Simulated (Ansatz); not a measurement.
Input of an Ansatz 0.2.0 run:

The input input.yaml:

```yaml
crystal:
  lattice:
    - [1.505469545, 0.8691832471, 2.4399269067]
    - [-1.505469545, 0.8691832471, 2.4399269067]
    - [0.0, -1.7383664941, 2.4399269067]
  atoms:
    - { symbol: O, position: [0.5, 0.5000000001, 0.5] }
    - { symbol: Co, position: [0.0, 0.0, 0.0], spin: 2.0 }
hamiltonian:
  xc: lda
  pseudopotentials: { kind: paw }
magnetization:
  spin_polarized: true
kpoints:
  mp_grid: { grid: [11, 11, 11] }
scf:
  occupations: { method: gaussian, width: 0.05 }
output:
  forces: true
  stress: true
  eigenvalues: true
```

Potentials or basis: Ansatz PAW.

Run with:

```sh
$ ansatz run input.yaml --threads 2 --pin off --max-ram 5632MiB --backend cpu --events-out ev --progress --plain --runs-dir out
```

Task: Predict the band gap on the k mesh.

Result: None (metal or under the smearing width).

Task: Estimate the absolute moment.

Result: 2.86 μB per cell.

Stress tensor (GPa, compression positive):
```
-17.96   0.00   0.00
  0.00 -17.96   0.00
  0.00   0.00 -18.24
```

Caveat: so large a pressure means that the cell lies far from this level's equilibrium, or that cutoff or potentials fall short; the pressure holds a Pulay correction of +1.0 GPa for the finite cutoff; a cell with one magnetic atom can't hold antiferromagnetic order, which such compounds often take; semilocal functionals often make such compounds metallic where correlation or magnetic order opens a gap, which also shifts bond lengths; the PAW data sets come from PBE, with cores solved anew for the run's functional, which leaves a small shift of forces and pressure.
